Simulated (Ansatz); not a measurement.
# Convergence of Hf₂Si with the k-point mesh

The calculation used DFT PBEsol, scalar-relativistic, plane waves, PAW in Ansatz 0.2.0.

```yaml
crystal:
  lattice:
    - [-3.25584, 3.26711, 2.58180]
    - [3.26967, -3.30366, 2.64569]
    - [3.22887, 3.27669, -2.62815]
  atoms:
    - { symbol: Hf, position: [0.83758, 0.64776, 0.50120] }
    - { symbol: Hf, position: [0.34445, 0.83546, 0.18105] }
    - { symbol: Hf, position: [0.16116, 0.34470, 0.49634] }
    - { symbol: Hf, position: [0.64501, 0.15856, 0.80486] }
    - { symbol: Si, position: [0.76100, 0.76283, 0.01355] }
    - { symbol: Si, position: [0.25702, 0.25213, 0.99144] }
```

The plane-wave cutoff is 420 eV and the occupation rule is Gaussian smearing, 0.1 eV. The spin treatment is unpolarised.

The atoms stay fixed while the k-point mesh is varied. ΔE is the energy extrapolated to zero smearing, less that of the reference run (8×8×6). The cell was strained and its atoms displaced at random, so that forces don't vanish. The meshes are Γ-centred. Spin–orbit coupling is left out. Pressure is positive in compression.

Times are rough; the reference took 4.8 min on 1 thread of Intel(R) Xeon(R) Processor @ 2.50GHz (Skylake/Cascade Lake), with other jobs on the host, peak memory 1.2 GiB.

Task: One run gave ΔE = -162 meV/atom and P = -3.24 GPa. Which k-point mesh did it use, of 1×1×1, 2×2×2, 4×4×4, 6×6×4?

Result: 1×1×1. All runs:

| mesh | ΔE (meV/atom) | P (GPa) | largest change of a force component (eV/Å) | irreducible points | wall time (s) |
| --- | --- | --- | --- | --- | --- |
| 1×1×1 | -162 | -3.24 | 1.379 | 1 | 3 |
| 2×2×2 | 48.1 | -2.77 | 0.168 | 8 | 7.6 |
| 4×4×4 | -3.90 | -2.52 | 0.061 | 36 | 46 |
| 6×6×4 | -0.78 | -2.43 | 0.020 | 76 | 95 |
| 8×8×6 | 0.00 | -2.42 | 0.000 | 196 | 290 |